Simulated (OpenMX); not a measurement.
# Mo: equation of state with PBE

The system is Mo.

```
Mo
1.0
    -1.58381    1.58381    1.58381
     1.58381   -1.58381    1.58381
     1.58381    1.58381   -1.58381
Mo
1
Cartesian
  0.0000 0.0000 0.0000
```

```yaml
Program: OpenMX 3.8.5
Task: equation of state
Functional: PBE
Potentials_or_basis: OpenMX 2013 PBE set, Mo7.0-s3p2d2f1, fixed grid of 27 × 27 × 27 points
k_mesh: 13 × 13 × 13
Occupations: fermi-dirac, width 0.05 eV
Spin: no spin polarisation
Mixing_scheme: rmm-diisk
SCF_threshold: 1e-08 Ha
Solver: band
Grid_points_held_for_all_volumes: 27 × 27 × 27
```

| Item | Value |
| --- | --- |
| Equilibrium volume | 15.78 Å³/atom |
| Bulk modulus | 265 GPa |
| Pressure derivative of the bulk modulus | 4.5 (rough: it moves with the points fitted) |

Energy against volume, from the lowest point:
```tsv
volume (Å³/atom)	energy (meV/atom)
14.938	40.72
15.256	14.75
15.574	1.59
15.892	0.00
16.209	8.29
16.527	25.83
16.845	51.72
```

Caveat: volumes in these bases differ from converged ones by about 1 %, for some elements by several; the basis of atomic orbitals isn't converged, which shifts pressures, moduli and gaps.
